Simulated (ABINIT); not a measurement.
# WC (Qusongite) (P-6m2) in ABINIT: a series of runs, part 2 of 2

ABINIT 10.8.3 (patched build). Earlier steps stand in the parts before.

## Step 4: Band structure, PBE

run.abi reads:

```
# Datasets: ground state, then fixed potential
ndtset 2

# Pseudopotentials
pp_dirpath "./"
pseudos "W.upf, C.upf"

# Structure
acell 5.4924889812 5.4924889812 5.3603971251
rprim
     1.0000000000     0.0000000000     0.0000000000
    -0.5000000000     0.8660254038     0.0000000000
     0.0000000000     0.0000000000     1.0000000000
ntypat 2
znucl 74 6
natom 2
typat 1 2
xred
     0.0000000000     0.0000000000     0.0000000000
     0.6666666667     0.3333333333     0.5000000000

# Plane-wave basis
ecut 41.0

# Exchange and correlation
ixc 11

# Bands and occupations
occopt 3
tsmear 0.00183747

# SCF cycle
nstep 100

# Output
iomode 3
prtwf 0
prteig 0
prtebands 0
enunit 1
prtden1 1
prtvha1 1
prtvclmb1 1
prtpot1 1
prtelf1 1

# Dataset 1
kptopt1 1
ngkpt1 10 10 9
nshiftk1 1
shiftk1 0.0 0.0 0.0
nband1 13
tolvrs1 1.0e-10

# Dataset 2: bands along G-M-K-G-A-L-H-A
iscf2 -2
getden2 1
nband2 19
nbdbuf2 4
tolwfr2 1.0e-11
kptopt2 -7
ndivsm2 8
prteig2 1
kptbounds2
     0.0000000000     0.0000000000     0.0000000000
     0.5000000000     0.0000000000     0.0000000000
     0.3333333333     0.3333333333     0.0000000000
     0.0000000000     0.0000000000     0.0000000000
     0.0000000000     0.0000000000     0.5000000000
     0.5000000000     0.0000000000     0.5000000000
     0.3333333333     0.3333333333     0.5000000000
     0.0000000000     0.0000000000     0.5000000000
```

Potentials or basis: PseudoDojo NC SR PBE v0.5 standard.

Started as:

```bash
> abinit run.abi > log 2>&1
```

run.abo:

```text
.Version 10.8.3 of ABINIT
 DATASET    1 : space group P-6 m 2 (#187); Bravais hP (primitive hexag.)
================================================================================
 Values of the parameters that define the memory need for DATASET  1.
     intxc =       0    ionmov =       0      iscf =       7    lmnmax =       8
     lnmax =       8     mgfft =      32  mpssoang =       4    mqgrid =    3001
     natom =       2  nloc_mem =       1    nspden =       1   nspinor =       1
    nsppol =       1      nsym =      12    n1xccc =    2501    ntypat =       2
    occopt =       3   xclevel =       2
       mpw =        1776          nfft =       32768          nkpt =          70
================================================================================
================================================================================

 DATASET    2 : space group P-6 m 2 (#187); Bravais hP (primitive hexag.)
================================================================================
 Values of the parameters that define the memory need for DATASET  2.
     intxc =       0    ionmov =       0      iscf =      -2    lmnmax =       8
     lnmax =       8     mgfft =      32  mpssoang =       4    mqgrid =    3001
     natom =       2  nloc_mem =       1    nspden =       1   nspinor =       1
    nsppol =       1      nsym =      12    n1xccc =    2501    ntypat =       2
    occopt =       3   xclevel =       2
       mpw =        1782          nfft =       32768          nkpt =          89
================================================================================
================================================================================

--------------------------------------------------------------------------------
------------- Echo of variables that govern the present computation ------------
--------------------------------------------------------------------------------
 -outvars: echo values of preprocessed input variables --------
            acell      5.4924889812E+00  5.4924889812E+00  5.3603971251E+00 Bohr
              amu      1.83850000E+02  1.20110000E+01
             ecut      4.10000000E+01 Hartree
           enunit           1
           getden1          0
           getden2          1
             iscf1          7
             iscf2         -2
                       outvar_i_n : Printing only first  50 k-points.
              ixc          11
           jdtset        1    2
                       outvar_i_n : Printing only first  50 k-points.
           kptopt1          1
           kptopt2         -7
         kptrlatt       10    0    0      0   10    0      0    0    9
          kptrlen1     4.82435741E+01
          kptrlen2     3.00000000E+01
            natom           2
            nband1         13
            nband2         19
           nbdbuf1          0
           nbdbuf2          4
           ndtset           2
           ndivsm1          0
           ndivsm2          8
            ngfft          32      32      32
             nkpt1         70
             nkpt2         89
            nstep         100
             nsym          12
           ntypat           2
                       prtocc : prtvol=0, do not print more k-points.
           occopt           3
        prtebands           0
           prteig1          0
           prteig2          1
           prtelf1          1
           prtelf2          0
           prtpot1          1
           prtpot2          0
         prtvclmb1          1
[... 933 lines left out ...]
  5.6457E-01  5.6533E-01  6.1685E-01  6.2089E-01  7.7659E-01  8.0673E-01
  8.0960E-01  1.0094E+00  1.0773E+00  1.2741E+00  1.4888E+00  1.5308E+00
  1.5319E+00
 Non-SCF case, kpt   89 (  0.00000  0.00000  0.50000), residuals and eigenvalues=
  4.46E-12  2.76E-12  4.70E-12  4.76E-12  1.61E-12  8.02E-12  2.65E-12  5.16E-12
  7.12E-12  1.50E-12  2.44E-12  2.07E-12  5.23E-12  2.80E-12  7.20E-12  6.26E-12
  3.34E-08  1.77E-06  2.04E-05
 -2.0779E+00 -7.8305E-01 -7.4940E-01 -7.4940E-01  2.5707E-01  3.2258E-01
  5.6630E-01  5.6630E-01  6.1928E-01  6.1928E-01  7.7475E-01  8.0691E-01
  8.0691E-01  1.0066E+00  1.0742E+00  1.2745E+00  1.4906E+00  1.5317E+00
  1.5317E+00

--- !ResultsGS
iteration_state: {dtset: 2, }
comment   : Summary of ground state results
lattice_vectors:
- [  5.4924890,   0.0000000,   0.0000000, ]
- [ -2.7462445,   4.7566350,   0.0000000, ]
- [  0.0000000,   0.0000000,   5.3603971, ]
lattice_lengths: [   5.49249,    5.49249,    5.36040, ]
lattice_angles: [ 90.000,  90.000, 120.000, ] # degrees, (23, 13, 12)
lattice_volume:   1.4004448E+02
convergence: {deltae:  0.000E+00, res2:  0.000E+00, residm:  9.993E-12, diffor:  0.000E+00, }
etotal    :  -8.18874275E+01
entropy   :   0.00000000E+00
fermie    :   6.40496912E-01
cartesian_stress_tensor: null
pressure_GPa: null
xred      :
- [  0.0000E+00,   0.0000E+00,   0.0000E+00,  W]
- [  6.6667E-01,   3.3333E-01,   5.0000E-01,  C]
cartesian_forces: null
force_length_stats: {min: null, max: null, mean: null, }
...

 Integrated electronic density in atomic spheres:
 ------------------------------------------------
 Atom  Sphere_radius  Integrated_density
    1        2.00000         10.16691984
    2        2.00000          4.09448161
================================================================================

 ----iterations are completed or convergence reached----

 Mean square residual over all n,k,spin=   45.511E-13; max=  99.933E-13
 reduced coordinates (array xred) for    2 atoms
       0.000000000000      0.000000000000      0.000000000000
       0.666666666667      0.333333333333      0.500000000000

 cartesian coordinates (angstrom) at end:
    1      0.00000000000000     0.00000000000000     0.00000000000000
    2      1.45324999900754     0.83903427814190     1.41829999903425
 length scales=  5.492488981200  5.492488981200  5.360397125100 bohr
              =  2.906499998015  2.906499998015  2.836599998068 angstroms
 Eigenvalues (   eV  ) for nkpt=  89  k points:
 kpt#   1, nband= 19, wtk=  1.00000, kpt=  0.0000  0.0000  0.0000 (reduced coord)
 -56.58261  -20.56721  -20.45944  -20.45944    2.97235   13.12397   14.09096   14.09096
  17.50021   20.66728   20.66728   23.03484   23.03484   23.80679   31.74476   34.16496
  34.16496   38.33855   40.85942
 kpt#   2, nband= 19, wtk=  1.00000, kpt=  0.0357  0.0000  0.0000 (reduced coord)
 -56.58189  -20.56583  -20.47022  -20.46187    3.00617   13.13835   14.03879   14.12258
  17.38918   20.65498   20.78967   22.96148   23.01082   23.91263   31.66187   34.23572
  34.32218   38.04852   40.97855
 kpt#   3, nband= 19, wtk=  1.00000, kpt=  0.0714  0.0000  0.0000 (reduced coord)
 -56.57975  -20.56176  -20.50192  -20.46904    3.10652   13.16585   13.90606   14.21642
  17.10130   20.61887   21.10979   22.75732   22.94164   24.21057   31.47446   34.44450
  34.72164   37.46730   41.10915
 kpt#   4, nband= 19, wtk=  1.00000, kpt=  0.1071  0.0000  0.0000 (reduced coord)
 -56.57629  -20.55519  -20.55267  -20.48057    3.27015   13.13701   13.78189   14.36946
  16.71798   20.56135   21.54097   22.45385   22.83526   24.65977   31.27980   34.78130
  35.23310   36.87411   41.41426
 kpt#   5, nband= 19, wtk=  1.00000, kpt=  0.1429  0.0000  0.0000 (reduced coord)
[... 325 lines left out ...]
  16.35151   17.24663   21.45617   21.94839   22.57568   28.03022   29.93731   34.53541
  40.03932   41.60647   41.76233
 kpt#  87, nband= 19, wtk=  1.00000, kpt=  0.0417  0.0417  0.5000 (reduced coord)
 -56.53900  -21.29925  -20.43257  -20.40144    6.94817    8.95365   15.22060   15.31410
  16.60484   17.02672   21.26743   21.94424   22.24299   27.68752   29.56148   34.62674
  40.35545   41.60884   41.70107
 kpt#  88, nband= 19, wtk=  1.00000, kpt=  0.0208  0.0208  0.5000 (reduced coord)
 -56.54114  -21.30560  -20.40240  -20.39443    6.98323    8.82248   15.36274   15.38351
  16.78544   16.89526   21.13205   21.95231   22.03042   27.46788   29.31534   34.66984
  40.51167   41.65612   41.68424
 kpt#  89, nband= 19, wtk=  1.00000, kpt=  0.0000  0.0000  0.5000 (reduced coord)
 -56.54186  -21.30775  -20.39210  -20.39210    6.99518    8.77790   15.40969   15.40969
  16.85153   16.85153   21.08207   21.95709   21.95709   27.39232   29.22949   34.68196
  40.56025   41.67955   41.67959

== END DATASET(S) ==============================================================
================================================================================

 -outvars: echo values of variables after computation  --------
            acell      5.4924889812E+00  5.4924889812E+00  5.3603971251E+00 Bohr
           etotal1    -8.1887427509E+01
            fcart1     3.9219308148E-28  2.2643278116E-28 -0.0000000000E+00
                      -3.9219308148E-28 -2.2643278116E-28 -0.0000000000E+00
            rprim      1.0000000000E+00  0.0000000000E+00  0.0000000000E+00
                      -5.0000000000E-01  8.6602540380E-01  0.0000000000E+00
                       0.0000000000E+00  0.0000000000E+00  1.0000000000E+00
           strten1    -2.0306462267E-04 -2.0306462319E-04 -1.7943915421E-04
                       0.0000000000E+00  0.0000000000E+00  0.0000000000E+00
           xangst      0.0000000000E+00  0.0000000000E+00  0.0000000000E+00
                       1.4532499990E+00  8.3903427814E-01  1.4182999990E+00
             xred      0.0000000000E+00  0.0000000000E+00  0.0000000000E+00
                       6.6666666667E-01  3.3333333333E-01  5.0000000000E-01
 Calculation completed.
```

Wall time 2.1 min (1 thread of Arm Neoverse N1, shared host); peak memory 0.11 GiB.

Results:

| Property | Result |
| --- | --- |
| Free energy | -2228.2704 eV |
| Pressure | 5.7 GPa |
| Band gap on the k mesh | none (metal or under the smearing width) |
| Valence electrons inside the program's atomic spheres | W 10.17; C 4.09 |

Levels at the corners of the path, in eV from the Fermi level:
```
point  band 5  band 6  band 7  band 8  band 9  band 10  band 11  band 12  band 13  band 14
    Γ  -14.46   -4.30   -3.34   -3.34    0.07     3.24     3.24     5.61     5.61     6.38
    M  -11.11   -7.04   -3.63   -3.56   -0.48     2.35     4.54     4.87     6.86     9.66
    K  -10.36   -6.57   -4.56   -3.46    0.63     0.98     2.05     3.22     9.18    15.18
    Γ  -14.46   -4.30   -3.34   -3.34    0.07     3.24     3.24     5.61     5.61     6.38
    A  -10.43   -8.65   -2.02   -2.02   -0.58    -0.58     3.65     4.53     4.53     9.96
    L  -11.30   -6.46   -4.32   -4.19    0.29     4.44     5.30     6.64     9.17    10.14
    H  -10.96   -7.22   -5.40   -1.63   -0.65     4.40     6.38     7.59     9.14    10.09
    A  -10.43   -8.65   -2.02   -2.02   -0.58    -0.58     3.65     4.53     4.53     9.96
```

Caveat: spin-orbit coupling is left out, which moves the levels of the heavy elements.

## Step 5: Band structure, PBE

run.abi is that of step 4.

Potentials or basis: PseudoDojo NC SR PBE v0.5 stringent.

Started as:

```bash
> abinit run.abi > log 2>&1
```

run.abo:

```text
.Version 10.8.3 of ABINIT
 DATASET    1 : space group P-6 m 2 (#187); Bravais hP (primitive hexag.)
================================================================================
 Values of the parameters that define the memory need for DATASET  1.
     intxc =       0    ionmov =       0      iscf =       7    lmnmax =       8
     lnmax =       8     mgfft =      32  mpssoang =       4    mqgrid =    3001
     natom =       2  nloc_mem =       1    nspden =       1   nspinor =       1
    nsppol =       1      nsym =      12    n1xccc =    2501    ntypat =       2
    occopt =       3   xclevel =       2
       mpw =        1776          nfft =       32768          nkpt =          70
================================================================================
================================================================================

 DATASET    2 : space group P-6 m 2 (#187); Bravais hP (primitive hexag.)
================================================================================
 Values of the parameters that define the memory need for DATASET  2.
     intxc =       0    ionmov =       0      iscf =      -2    lmnmax =       8
     lnmax =       8     mgfft =      32  mpssoang =       4    mqgrid =    3001
     natom =       2  nloc_mem =       1    nspden =       1   nspinor =       1
    nsppol =       1      nsym =      12    n1xccc =    2501    ntypat =       2
    occopt =       3   xclevel =       2
       mpw =        1782          nfft =       32768          nkpt =          89
[... 1051 lines left out ...]
  35.23310   36.87411   41.41426
 kpt#   5, nband= 19, wtk=  1.00000, kpt=  0.1429  0.0000  0.0000 (reduced coord)
[... 325 lines left out ...]
  16.35151   17.24663   21.45617   21.94839   22.57568   28.03022   29.93731   34.53541
  40.03932   41.60647   41.76233
 kpt#  87, nband= 19, wtk=  1.00000, kpt=  0.0417  0.0417  0.5000 (reduced coord)
 -56.53900  -21.29925  -20.43257  -20.40144    6.94817    8.95365   15.22060   15.31410
  16.60484   17.02672   21.26743   21.94424   22.24299   27.68752   29.56148   34.62674
  40.35545   41.60884   41.70107
 kpt#  88, nband= 19, wtk=  1.00000, kpt=  0.0208  0.0208  0.5000 (reduced coord)
 -56.54114  -21.30560  -20.40240  -20.39443    6.98323    8.82248   15.36274   15.38351
  16.78544   16.89526   21.13205   21.95231   22.03042   27.46788   29.31534   34.66984
  40.51167   41.65612   41.68424
 kpt#  89, nband= 19, wtk=  1.00000, kpt=  0.0000  0.0000  0.5000 (reduced coord)
 -56.54186  -21.30775  -20.39210  -20.39210    6.99518    8.77790   15.40969   15.40969
  16.85153   16.85153   21.08207   21.95709   21.95709   27.39232   29.22949   34.68196
  40.56025   41.67955   41.67959

== END DATASET(S) ==============================================================
================================================================================

 -outvars: echo values of variables after computation  --------
            acell      5.4924889812E+00  5.4924889812E+00  5.3603971251E+00 Bohr
           etotal1    -8.1887427509E+01
            fcart1     3.9219308148E-28  2.2643278116E-28 -0.0000000000E+00
                      -3.9219308148E-28 -2.2643278116E-28 -0.0000000000E+00
            rprim      1.0000000000E+00  0.0000000000E+00  0.0000000000E+00
                      -5.0000000000E-01  8.6602540380E-01  0.0000000000E+00
                       0.0000000000E+00  0.0000000000E+00  1.0000000000E+00
           strten1    -2.0306462267E-04 -2.0306462319E-04 -1.7943915421E-04
                       0.0000000000E+00  0.0000000000E+00  0.0000000000E+00
           xangst      0.0000000000E+00  0.0000000000E+00  0.0000000000E+00
                       1.4532499990E+00  8.3903427814E-01  1.4182999990E+00
             xred      0.0000000000E+00  0.0000000000E+00  0.0000000000E+00
                       6.6666666667E-01  3.3333333333E-01  5.0000000000E-01
 Calculation completed.
```

It took 2.1 min on 1 thread of Arm Neoverse N1, shared host; peak memory 0.11 GiB.

Results:

```yaml
Free_energy: -2228.2704 eV
Pressure: 5.7 GPa
Band_gap_on_the_k_mesh: none (metal or under the smearing width)
Valence_electrons_inside_the_program's_atomic_spheres: W 10.17; C 4.09
```

Levels at the corners of the path, in eV from the Fermi level:
| point | band 5 | band 6 | band 7 | band 8 | band 9 | band 10 | band 11 | band 12 | band 13 | band 14 |
| --- | --- | --- | --- | --- | --- | --- | --- | --- | --- | --- |
| Γ | -14.46 | -4.30 | -3.34 | -3.34 | 0.07 | 3.24 | 3.24 | 5.61 | 5.61 | 6.38 |
| M | -11.11 | -7.04 | -3.63 | -3.56 | -0.48 | 2.35 | 4.54 | 4.87 | 6.86 | 9.66 |
| K | -10.36 | -6.57 | -4.56 | -3.46 | 0.63 | 0.98 | 2.05 | 3.22 | 9.18 | 15.18 |
| Γ | -14.46 | -4.30 | -3.34 | -3.34 | 0.07 | 3.24 | 3.24 | 5.61 | 5.61 | 6.38 |
| A | -10.43 | -8.65 | -2.02 | -2.02 | -0.58 | -0.58 | 3.65 | 4.53 | 4.53 | 9.96 |
| L | -11.30 | -6.46 | -4.32 | -4.19 | 0.29 | 4.44 | 5.30 | 6.64 | 9.17 | 10.14 |
| H | -10.96 | -7.22 | -5.40 | -1.63 | -0.65 | 4.40 | 6.38 | 7.59 | 9.14 | 10.09 |
| A | -10.43 | -8.65 | -2.02 | -2.02 | -0.58 | -0.58 | 3.65 | 4.53 | 4.53 | 9.96 |

Caveat: spin-orbit coupling is left out, which moves the levels of the heavy elements.

## Step 6: Band structure, PBE

Changes to run.abi since step 5:

```diff
@@ -5,3 +5,3 @@
 pp_dirpath "./"
-pseudos "W.upf, C.upf"
+pseudos "W_ONCV_PBE-1.2.upf, C_ONCV_PBE-1.2.upf"
 
@@ -22,3 +22,3 @@
 # Plane-wave basis
-ecut 41.0
+ecut 40.0
 
@@ -51,3 +51,3 @@
 shiftk1 0.0 0.0 0.0
-nband1 13
+nband1 20
 tolvrs1 1.0e-10
@@ -57,3 +57,3 @@
 getden2 1
-nband2 19
+nband2 26
 nbdbuf2 4
```

Potentials or basis: SG15 NC PBE v1.2.

Started as:

```bash
> abinit run.abi > log 2>&1
```

Wall time 3.1 min (1 thread of Arm Neoverse N1, shared host); peak memory 0.12 GiB.

The run converged. Its results:

| Item | Value |
| --- | --- |
| Free energy | -7556.4939 eV |
| Pressure | 5.2 GPa |
| Band gap on the k mesh | none (metal or under the smearing width) |
| Valence electrons inside the program's atomic spheres | W 24.00; C 4.10 |

Stress tensor (GPa, compression positive):
```
5.54 0.00 0.00
0.00 5.54 0.00
0.00 0.00 4.56
```

Levels at the corners of the path, in eV from the Fermi level:
```tsv
point	band 14	band 15	band 16	band 17	band 18	band 19
Γ	-3.33	-3.33	0.07	3.22	3.22	5.59
M	-3.62	-3.55	-0.47	2.34	4.52	4.87
K	-4.55	-3.45	0.61	0.98	2.06	3.22
Γ	-3.33	-3.33	0.07	3.22	3.22	5.59
A	-2.02	-2.02	-0.58	-0.58	3.65	4.51
L	-4.32	-4.18	0.30	4.42	5.30	6.63
H	-5.39	-1.62	-0.64	4.41	6.36	7.57
A	-2.02	-2.02	-0.58	-0.58	3.65	4.51
```

Caveat: spin-orbit coupling is left out, which moves the levels of the heavy elements.

## Step 7: Overview

```tsv
potentials or basis	cutoff (eV)	gap on the mesh (eV)	pressure (GPa)
PseudoDojo NC SR PBE v0.4.1 standard	1116	none	5.7
PseudoDojo NC SR PBE v0.4 stringent	1116	none	5.7
PseudoDojo NC SR PBE v0.5 standard	1116	none	5.7
PseudoDojo NC SR PBE v0.5 stringent	1116	none	5.7
SG15 NC PBE v1.2	1088	none	5.2
```

Alike in all rows: task band structure; level PBE; no spin polarisation; cell as given; k mesh 10 × 10 × 9; smearing fermi-dirac 0.05 eV.

Caveats: spin-orbit coupling is left out, which moves the levels of the heavy elements.

Absolute energies hang on the potentials; compare differences alone.
